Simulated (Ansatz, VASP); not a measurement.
# One calculation of Al2O3, two programs

The input INCAR:

```
  PREC = Accurate
  ENCUT = 520
  EDIFF = 1E-6
  ISMEAR = 0
  SIGMA = 0.05
  LREAL = F
  LASPH = T
  NELM = 60
  ALGO = Normal
  ISIF = 2
  LWAVE = F
  LCHARG = F
  GGA = PS
  NBANDS = 20
```

KPOINTS

```
regular mesh
0
Gamma
  12 12 4
```

Contents of POSCAR:

```
Al2O3
1.0
    3.1381818458      0.0000000000      0.0000000000
   -1.5690909229      2.7177452001      0.0000000000
    0.0000000000      0.0000000000      7.2716505621
Al O
2 3
Direct
    0.0000000000      0.0000000000      0.2779510000
    0.0000000000      0.0000000000      0.7220490000
    0.3333333333      0.6666666667      0.1994540000
    0.6666666667      0.3333333333      0.8005460000
    0.0000000000      0.0000000000      0.5000000000
```

Input for Ansatz:

```yaml
crystal:
  lattice:
    - [3.1381818458, 0.0, 0.0]
    - [-1.5690909229, 2.7177452001, 0.0]
    - [0.0, 0.0, 7.2716505621]
  atoms:
    - { symbol: Al, position: [0.0, 0.0, 0.277951] }
    - { symbol: Al, position: [0.0, 0.0, 0.722049] }
    - { symbol: O, position: [0.3333333333, 0.6666666667, 0.199454] }
    - { symbol: O, position: [0.6666666667, 0.3333333333, 0.800546] }
    - { symbol: O, position: [0.0, 0.0, 0.5] }
basis:
  ecutwfc: 420
kpoints:
  mp_grid: { grid: [12, 12, 4] }
hamiltonian:
  xc: pbesol
scf:
  occupations: { method: gaussian, width: 0.05 }
output:
  forces: true
  stress: true
  eigenvalues: true
  write_density: true
  write_potential: true
  elf: true
  volumetric_format: npy
```

Change from the starting cell: strain +0.040 along x and y, -0.040 along z, atoms carried along.

Alike in both runs: task single point; functional PBEsol; k mesh 12 × 12 × 4; occupations gaussian, width 0.05 eV; no spin polarisation.

```csv
,VASP,Ansatz
version,VASP 6.6.1,Ansatz 0.2.0
potentials or method,"VASP PAW PBE potentials, release 64 (Al, O)","scalar-relativistic, plane waves, PAW"
plane-wave cutoff (eV),520,420
valence electrons in the cell,24,24
```

Ansatz gave:

```
gap on the k mesh at the Fermi level (eV)       : 2.71
least direct gap on the mesh (eV)               : 2.71
pressure (GPa)                                  : -5.6
largest component of the traceless stress (GPa) : 23.41
rms of the force components (eV/Å)              : 0.951
```

**Question.** Which values does VASP return?

**Answer.** gap on the k mesh at the Fermi level (eV): 2.69; least direct gap on the mesh (eV): 2.69; pressure (GPa): -5.3; largest component of the traceless stress (GPa): 24.08; rms of the force components (eV/Å): 0.996.

Atom by atom the forces differ by 0.046 eV/Å (rms over components).

Caveats: the PAW data sets were made with another functional, which shifts forces and pressure a little (VASP). A k mesh can miss the band edges.
